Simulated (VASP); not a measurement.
Output of a VASP run:

### OSZICAR
```
       N       E                     dE             d eps       ncg     rms          rms(c)
DAV:   1     0.863706671573E+02    0.86371E+02   -0.63402E+03   480   0.109E+03
DAV:   2     0.727439807078E+00   -0.85643E+02   -0.80606E+02   740   0.166E+02
DAV:   3    -0.520748294047E+01   -0.59349E+01   -0.59106E+01   604   0.502E+01
DAV:   4    -0.527873948056E+01   -0.71257E-01   -0.71232E-01   572   0.675E+00
DAV:   5    -0.527961515861E+01   -0.87568E-03   -0.87566E-03   588   0.762E-01    0.186E+00
DAV:   6    -0.518058126877E+01    0.99034E-01   -0.13491E-01   516   0.198E+00    0.141E+00
DAV:   7    -0.516162995488E+01    0.18951E-01   -0.12475E-01   576   0.191E+00    0.602E-01
DAV:   8    -0.516397842800E+01   -0.23485E-02   -0.88039E-03   540   0.637E-01    0.139E-01
DAV:   9    -0.516417319911E+01   -0.19477E-03   -0.35466E-04   576   0.157E-01    0.825E-02
DAV:  10    -0.516428242330E+01   -0.10922E-03   -0.27455E-04   540   0.104E-01    0.209E-02
DAV:  11    -0.516428098451E+01    0.14388E-05   -0.63028E-05   540   0.500E-02    0.523E-03
DAV:  12    -0.516428113912E+01   -0.15461E-06   -0.31790E-06   572   0.139E-02
   1 F= -.27115373E+01 E0= -.27115373E+01  d E =-.271154E+01
```

**OUTCAR**
```
------------------------ aborting loop because EDIFF is reached ----------------------------------------
  FORCE on cell =-STRESS in cart. coord.  units (eV):
  Direction    XX          YY          ZZ          XY          YZ          ZX
  --------------------------------------------------------------------------------------
  Total        2.4326876      2.4326876      2.4326876     -0.0000000      0.0000000     -0.0000000
  in kB       49.5911450     49.5911450     49.5911450     -0.0000000      0.0000000     -0.0000000
  external PRESSURE =      -0.4088550 kB  Pullay stress =      50.0000000 kB
  volume of cell :       78.59
      direct lattice vectors                 reciprocal lattice vectors
     4.283488381  0.000000000  0.000000000     0.233454584  0.000000000  0.000000000
     0.000000000  4.283488381  0.000000000     0.000000000  0.233454584  0.000000000
     0.000000000  0.000000000  4.283488381     0.000000000  0.000000000  0.233454584
 POSITION                                       TOTAL-FORCE (eV/Angst)
 -----------------------------------------------------------------------------------
      0.00000      0.00000      0.00000         0.000000      0.000000      0.000000
      2.14174      2.14174      2.14174         0.000000      0.000000      0.000000
 -----------------------------------------------------------------------------------
    total drift:                                0.000000      0.000000     -0.000000
  FREE ENERGIE OF THE ION-ELECTRON SYSTEM (eV)
  ---------------------------------------------------
  free  energy   TOTEN  =        -5.1642811391 eV

  energy  without entropy=       -5.1642811391  energy(sigma->0) =       -5.16428114
  enthalpy is  TOTEN    =        -2.7115372540 eV   P V=        2.4527438852

 reached required accuracy - stopping structural energy minimisation
```
(Selected blocks of OUTCAR.)

POSCAR:
```
CsI
1
    4.2834883813    -0.0000000000     0.0000000000
    0.0000000000     4.2834883813    -0.0000000000
   -0.0000000000     0.0000000000     4.2834883813
Cs I
1 1
Direct
  0.0000000000   0.0000000000   0.0000000000
  0.5000000000   0.5000000000   0.5000000000
```

**Question.** Write an INCAR and KPOINTS that could have produced this output.

**Answer.** One answer among several that fit: the input of the run itself, PBE GGA, plane waves, VASP's PBE PAW potentials (set 64).

**KPOINTS**
```
Automatic mesh
0
Gamma
6 6 6
0 0 0
```

**INCAR**
```
SYSTEM = CsI
PREC = Accurate
ENCUT = 500
EDIFF = 1E-6
NELM = 100
ALGO = Normal
LREAL = .FALSE.
LASPH = .TRUE.
ISMEAR = 0
SIGMA = 0.05
GGA = PE
LMAXMIX = 4
LWAVE = .FALSE.
LCHARG = .FALSE.
IBRION = 2
ISIF = 3
NSW = 40
EDIFFG = -0.02
PSTRESS = 50
```

POTCAR, in this order: Cs_sv I (PBE.64 set). Program: vasp_std.

The compound is CsI in the CsCl type structure. It was relaxed first under an external pressure of 5 GPa.
